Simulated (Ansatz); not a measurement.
The system is ZnO (zincite).

```
CELL_PARAMETERS angstrom
3.24931 0.00000 0.00000
-1.62465 2.81398 0.00000
0.00000 0.00000 5.20571
ATOMIC_POSITIONS crystal
Zn 0.66667 0.33333 0.00000
Zn 0.33333 0.66667 0.50000
O 0.33333 0.66667 0.87901
O 0.66667 0.33333 0.37901
```

Base run:

```yaml
Program: Ansatz 0.2.0
Functional: PBEsol
Potentials_or_basis: Ansatz PAW
Cutoff: "420 eV (not typed: the program's choice for these potentials)"
k_mesh: 9 × 9 × 5
Occupations: fixed
Spin: no spin polarisation
```

Its results: band gap on the k mesh 0.70 eV, direct.

Problem. The run is repeated on the same cell with these changes: potentials or basis from Ansatz PAW to PseudoDojo standard (PBEsol files); cutoff from 420 eV (not typed: the program's choice for these potentials) to 1143 eV; occupations from fixed to fermi-dirac, width 0.05 eV; valence electrons from 36 to 52. What comes out?

Solution. Band gap on the k mesh 0.76 eV, direct.

Caveats: the gap is small at this level, which inflates the dielectric constant (some runs); odd divisions of the mesh miss points on the zone boundary, where band edges often lie, so the gap on the mesh can be too wide (some runs).
